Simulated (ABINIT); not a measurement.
Crystal: ZnSe (Stilleite).

```xyz
2
Lattice="0.0000 2.8338 2.8338 2.8338 0.0000 2.8338 2.8338 2.8338 0.0000" Properties=species:S:1:pos:R:3 pbc="T T T"
Se    4.2507    4.2507    4.2507
Zn    0.0000    0.0000    0.0000
```

Base run:

```yaml
Program: ABINIT 10.8.3 (patched build)
Functional: r2SCAN
Potentials_or_basis: JTH PAW PBE v2.0
Cutoff: 653 eV
k_mesh: 6 × 6 × 6
Occupations: fermi-dirac, width 0.05 eV
Spin: no spin polarisation
```

Its results: band gap on the k mesh 1.85 eV, direct.

The run is repeated on the same cell with these changes: functional from r2SCAN to PBEsol; cutoff from 653 eV to 544 eV; fine-grid cutoff from 1251.72 eV to 1088.46 eV. What comes out?

Band gap on the k mesh 1.17 eV, direct.

